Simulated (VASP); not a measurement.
# Y (P6_3/mmc) in VASP: a series of runs, part 2 of 2

VASP 6.6.1. The steps go on from the part before.

**3. Single point, PBEsol**

INCAR reads:

```
SYSTEM = Y
PREC = Accurate ; ENCUT = 350
EDIFF = 1E-6 ; ISMEAR = -1
SIGMA = 0.15 ; LREAL = .FALSE.
LASPH = .TRUE. ; NELM = 100
ALGO = Normal ; ISIF = 2
LWAVE = .FALSE. ; LCHARG = .FALSE.
GGA = PS ; ADDGRID = .FALSE.
```

KPOINTS reads:

```
regular mesh
0
G
  7 7 4
  0 0 0
```

POSCAR reads:

```
Y
1.0
    3.6474000000      0.0000000000      0.0000000000
   -1.8237000000      3.1587410578      0.0000000000
    0.0000000000      0.0000000000      5.7306000000
Y
2
Direct
    0.6666666667      0.3333333333      0.7500000000
    0.3333333333      0.6666666667      0.2500000000
```

Potentials or basis: VASP PAW PBE potentials, release 64 (Y_sv).

On the command line:

```sh
$ cat potpaw_PBE.64/Y_sv/POTCAR > POTCAR
$ mpirun -np 1 vasp_std > vasp.out
```

OUTCAR:

```text
SYSTEM = Y
   PREC = Accurate
   ENCUT = 350
   EDIFF = 1E-6
   ISMEAR = -1
   LREAL = .FALSE.
   LASPH = .TRUE.
   NELM = 100
   ISIF = 2
   GGA = PS

 Found     24 irreducible k-points:

 Following reciprocal coordinates:
            Coordinates               Weight
  0.000000  0.000000  0.000000      1.000000
  0.142857 -0.000000  0.000000      6.000000
  0.285714 -0.000000  0.000000      6.000000
  0.428571 -0.000000  0.000000      6.000000
  0.142857  0.142857  0.000000      6.000000
  0.285714  0.142857  0.000000     12.000000
   k-points           NKPTS =     24   k-points in BZ     NKDIM =     24   number of bands    NBANDS=     15
   number of dos      NEDOS =    301   number of ions     NIONS =      2
   total plane-waves  NPLWV =  20736
   dimension x,y,z NGX =    24 NGY =   24 NGZ =   36
   dimension x,y,z NGXF=    48 NGYF=   48 NGZF=   72
   ions per type =               2
   NGX,Y,Z   is equivalent  to a cutoff of  10.94, 10.94, 10.44 a.u.
   NGXF,Y,Z  is equivalent  to a cutoff of  21.88, 21.88, 20.89 a.u.
 SYSTEM =  Y
   PREC   = accura    normal or accurate (medium, high low for compatibility)
   ISTART =      0    job   : 0-new  1-cont  2-samecut
   ICHARG =      2    charge: 1-file 2-atom 10-const
   ISPIN  =      1    spin polarized calculation?
   LNONCOLLINEAR =      F non collinear calculations
   LSORBIT =      F    spin-orbit coupling
   LASPH  =      T    aspherical Exc in radial PAW
   ENCUT  =  350.0 eV  25.72 Ry    5.07 a.u.   5.56  5.56  8.74*2*pi/ulx,y,z
   NELM   =    100;   NELMIN=  2; NELMDL= -5     # of ELM steps
   EDIFF  = 0.1E-05   stopping-criterion for ELM
   LREAL  =      F    real-space projection
   EDIFFG = 0.1E-04   stopping-criterion for IOM
   NSW    =      0    number of steps for IOM
   IBRION =     -1    ionic relax: 0-MD 1-quasi-New 2-CG
   NFREE  =      0    steps in history (QN), initial steepest desc. (CG)
   ISIF   =      2    stress and relaxation
   ISYM   =      2    0-nonsym 1-usesym 2-fastsym
   POTIM  = 0.5000    time-step for ionic-motion
   TEBEG  =    0.0;   TEEND  =   0.0 temperature during run
   PSTRESS=    0.0 pullay stress
   NELECT =      22.0000    total number of electrons
   NUPDOWN=      -1.0000    fix difference up-down
   EMIN   =  10.00;   EMAX   =-10.00  energy-range for DOS
   EFERMI =   0.00;   METHOD = LEGACY
   ISMEAR =    -1;   SIGMA  =   0.15  broadening in eV -4-tet -1-fermi 0-gaus
   EFERMI_NEDOS =   21; number of points for ismear=-14 and -15
   IALGO  =     38    algorithm
   IMIX   =      4    mixing-type and parameters
     AMIX     =   0.40;   BMIX     =  1.00
     AMIX_MAG =   1.60;   BMIX_MAG =  1.00
  volume/ion in A,a.u.               =      33.01       222.77
  Fermi-wavevector in a.u.,A,eV,Ry     =   1.134967  2.144777 17.526345  1.288150
  Thomas-Fermi vector in A             =   2.271671
   LORBIT       =      0    0 simple, 1 ext, 2 COOP (PROOUT), +10 PAW based schemes
   GGA     = PS    functional components
   LHFCALC =     F    Hartree Fock is set to
   AEXX    =    0.0000 exact exchange contribution
   IVDW    =     0    specifies the selected vdW correction
   LEPSILON=     F    determine dielectric tensor
   LRPA    =     F    only Hartree local field effects (RPA)
 non-spin polarized calculation
  energy-cutoff  :      350.00
  volume of cell :       66.02
 maximum number of plane-waves:      1014
 NGX is ok and might be reduce to    24
   NGX = 11   NGY = 11   NGZ = 17

 number of electron      22.0000004 magnetization

 Free energy of the ion-electron system (eV)
  ---------------------------------------------------
  ext. energy  EPLUGINS =         0.00000000
  ---------------------------------------------------
  free energy    TOTEN  =       -13.75117969 eV

  energy without entropy =      -13.50170702  energy(sigma->0) =      -13.62644336

 E-fermi :   2.8658     XC(G=0):  -9.5134

 val. band max:        2.8439994071   @ k =   0.4286  -0.0000   0.2500
 cond. band min:       2.9012388676   @ k =   0.2857   0.2857   0.5000
 fundamental gap:      0.0572394605
 Fermi energy:         2.8657578235

 k-point     1 :       0.0000    0.0000    0.0000
  band No.  band energies     occupation
      1     -39.7435      2.00000
      2     -39.6714      2.00000
      3     -20.0393      2.00000
      4     -19.5621      2.00000
      5     -19.5621      2.00000
      6     -19.4738      2.00000
      7     -19.4738      2.00000
      8     -19.4474      2.00000
      9      -1.8344      2.00000
     10       0.9963      1.99999
     11       3.7372      0.00598
     12       4.6023      0.00002
     13       4.6023      0.00002
     14       4.8845      0.00000
     15       5.2000      0.00000

 k-point     2 :       0.1429   -0.0000    0.0000
  band No.  band energies     occupation
      1     -39.7339      2.00000
      2     -39.6680      2.00000
      3     -20.0041      2.00000
      4     -19.6322      2.00000
      5     -19.5856      2.00000
      6     -19.5467      2.00000
      7     -19.4832      2.00000
      8     -19.4643      2.00000
      9      -1.4101      2.00000
     10       1.3857      1.99990
     11       3.3352      0.08381
     12       3.8617      0.00261
     13       4.7738      0.00001
     14       5.0012      0.00000
     15       5.1807      0.00000

 k-point     3 :       0.2857   -0.0000    0.0000
  band No.  band energies     occupation
      1     -39.7106      2.00000
      2     -39.6619      2.00000
      3     -19.9127      2.00000
      4     -19.7908      2.00000
      5     -19.7018      2.00000
      6     -19.6352      2.00000
      7     -19.5142      2.00000
      8     -19.5071      2.00000
      9      -0.3085      2.00000
     10       2.0250      1.99267
     11       2.6014      1.70708
     12       3.1036      0.34002
     13       4.3228      0.00012
     14       4.6028      0.00002
     15       4.7150      0.00001

 k-point     4 :       0.4286   -0.0000    0.0000
  band No.  band energies     occupation
      1     -39.6885      2.00000
      2     -39.6604      2.00000
      3     -19.9181      2.00000
      4     -19.8187      2.00000
      5     -19.8110      2.00000
      6     -19.6728      2.00000
      7     -19.5825      2.00000
      8     -19.5277      2.00000
      9       0.9040      2.00000
     10       1.8113      1.99823
     11       2.1165      1.98654
     12       2.8115      1.17897
     13       4.2796      0.00016
     14       4.3694      0.00009
     15       4.7847      0.00001

 k-point     5 :       0.1429    0.1429    0.0000
  band No.  band energies     occupation
      1     -39.7173      2.00000
      2     -39.6634      2.00000
      3     -19.9405      2.00000
      4     -19.7193      2.00000
      5     -19.6962      2.00000
      6     -19.5957      2.00000
      7     -19.5179      2.00000
      8     -19.4980      2.00000
      9      -0.6356      2.00000
     10       1.9964      1.99394
     11       2.8201      1.15118
     12       3.1730      0.22851
     13       4.3482      0.00010
     14       4.5171      0.00003
     15       5.0438      0.00000

 k-point     6 :       0.2857    0.1429    0.0000
  band No.  band energies     occupation
      1     -39.6940      2.00000
      2     -39.6601      2.00000
      3     -19.8531      2.00000
      4     -19.8389      2.00000
      5     -19.7875      2.00000
      6     -19.6725      2.00000
      7     -19.5621      2.00000
      8     -19.5604      2.00000
      9       0.6080      2.00000
     10       2.2459      1.96842
     11       2.3072      1.95286
     12       2.7521      1.36168
     13       4.0932      0.00056
     14       4.4755      0.00004
     15       4.5452      0.00003

 [... further k-points ...]

------------------------ aborting loop because EDIFF is reached ----------------------------------------

  FORCE on cell =-STRESS in cart. coord.  units (eV):
  Direction    XX          YY          ZZ          XY          YZ          ZX
  --------------------------------------------------------------------------------------
  -------------------------------------------------------------------------------------
  Total       -0.7897635     -0.7897635     -0.8661035     -0.0000000      0.0000000      0.0000000
  in kB      -19.1650572    -19.1650572    -21.0175885     -0.0000000      0.0000000      0.0000000
  external PRESSURE =     -19.7825676 kB  Pullay stress =       0.0000000 kB

 VOLUME and BASIS-vectors are now :
 -----------------------------------------------------------------------------
  energy-cutoff  :      350.00
  volume of cell :       66.02
      direct lattice vectors                 reciprocal lattice vectors
     3.647400000  0.000000000  0.000000000     0.274167900  0.158290911  0.000000000
    -1.823700000  3.158741058  0.000000000     0.000000000  0.316581822  0.000000000
     0.000000000  0.000000000  5.730600000     0.000000000  0.000000000  0.174501797

 POSITION                                       TOTAL-FORCE (eV/Angst)
 -----------------------------------------------------------------------------------
      1.82370      1.05291      4.29795        -0.000000      0.000000      0.000000
     -0.00000      2.10583      1.43265         0.000000     -0.000000      0.000000
 -----------------------------------------------------------------------------------
    total drift:                               -0.000000      0.000000     -0.000000

  FREE ENERGIE OF THE ION-ELECTRON SYSTEM (eV)
  ---------------------------------------------------
  free  energy   TOTEN  =       -13.7511796924 eV

  energy  without entropy=      -13.5017070230  energy(sigma->0) =      -13.62644336
```

stdout:

```text
POSCAR found type information on POSCAR Y
 POSCAR found :  1 types and       2 ions
 scaLAPACK will be used
 -----------------------------------------------------------------------------
|                                                                             |
|                                                                             |
|     You enforced a specific xc type in the INCAR file but a different       |
|     I HOPE YOU KNOW WHAT YOU ARE DOING!                                     |
|                                                                             |
 -----------------------------------------------------------------------------

 LDA part: xc-table for (Slater+PW92), standard interpolation
 POSCAR, INCAR and KPOINTS ok, starting setup
 FFT: planning ... GRIDC
 FFT: planning ... GRID_SOFT
 FFT: planning ... GRID
 WAVECAR not read
 entering main loop
```

Wall time 14 s (1 thread of Intel Xeon Platinum 8488C (Sapphire Rapids), shared host); peak memory 0.16 GiB.

The run converged, but some of its settings lie outside the range that counts as converged, so its numbers aren't taken as properties of the crystal.

What came out:

| Item | Value |
| --- | --- |
| Free energy | -13.7512 eV |
| Pressure | -2.0 GPa |
| Band gap on the k mesh | none (metal or under the smearing width) |

Caveat: the PAW data sets were made with another functional, which shifts forces and pressure a little.

**4. Single point, PBEsol**

INCAR, as its differences from that of step 3:

```diff
@@ -1,3 +1,3 @@
 SYSTEM = Y
-PREC = Accurate ; ENCUT = 350
+PREC = Accurate ; ENCUT = 400
 EDIFF = 1E-6 ; ISMEAR = -1
```

KPOINTS is that of step 3.

POSCAR is that of step 3.

On the command line:

```sh
$ cat potpaw_PBE.64/Y_sv/POTCAR > POTCAR
$ mpirun -np 1 vasp_std > vasp.out
```

Wall time 17 s (1 thread of Intel Xeon Platinum 8488C (Sapphire Rapids), shared host); peak memory 0.16 GiB.

These settings aren't checked as converged: the numbers below hold their error.

What came out:

- Free energy: -13.7513 eV
- Pressure: -2.0 GPa
- Band gap on the k mesh: none (metal or under the smearing width)

Caveat: the PAW data sets were made with another functional, which shifts forces and pressure a little.

**5. Single point, PBEsol**

INCAR, as its differences from that of step 4:

```diff
@@ -1,3 +1,3 @@
 SYSTEM = Y
-PREC = Accurate ; ENCUT = 400
+PREC = Accurate ; ENCUT = 450
 EDIFF = 1E-6 ; ISMEAR = -1
```

KPOINTS is that of step 4.

POSCAR is that of step 4.

On the command line:

```sh
$ cat potpaw_PBE.64/Y_sv/POTCAR > POTCAR
$ mpirun -np 1 vasp_std > vasp.out
```

Wall time 23 s (1 thread of Intel Xeon Platinum 8488C (Sapphire Rapids), shared host); peak memory 0.18 GiB.

The run converged, but some of its settings lie outside the range that counts as converged, so its numbers aren't taken as properties of the crystal.

Results:

```yaml
Free_energy: -13.7515 eV
Pressure: -2.0 GPa
Band_gap_on_the_k_mesh: none (metal or under the smearing width)
```

Caveat: the PAW data sets were made with another functional, which shifts forces and pressure a little.

**6. Single point, PBEsol**

INCAR, as its differences from that of step 5:

```diff
@@ -1,3 +1,3 @@
 SYSTEM = Y
-PREC = Accurate ; ENCUT = 450
+PREC = Accurate ; ENCUT = 300
 EDIFF = 1E-6 ; ISMEAR = -1
```

KPOINTS reads:

```
regular mesh
0
G
  9 9 5
  0 0 0
```

POSCAR is that of step 5.

Potentials or basis: VASP PAW PBE potentials, release 64 (Y_sv).

On the command line:

```sh
$ cat potpaw_PBE.64/Y_sv/POTCAR > POTCAR
$ mpirun -np 1 vasp_std > vasp.out
```

Run time: 14 s. Hardware: 1 thread of Intel Xeon Platinum 8488C (Sapphire Rapids), shared host; peak memory 0.15 GiB.

The run converged, but some of its settings lie outside the range that counts as converged, so its numbers aren't taken as properties of the crystal.

What came out:

```yaml
Free_energy: -13.7449 eV
Pressure: -2.1 GPa
Band_gap_on_the_k_mesh: none (metal or under the smearing width)
```

Caveat: the PAW data sets were made with another functional, which shifts forces and pressure a little.

**7. For comparison**

An earlier run on the cell as given: functional PBE; potentials or basis VASP PAW PBE potentials, release 64 (Y_sv); cutoff 520 eV; k mesh 8 × 8 × 5; occupations fermi-dirac, width 0.05 eV; no spin polarisation.

* Pressure: -0.2 GPa
* Band gap on the k mesh: none (metal or under the smearing width)
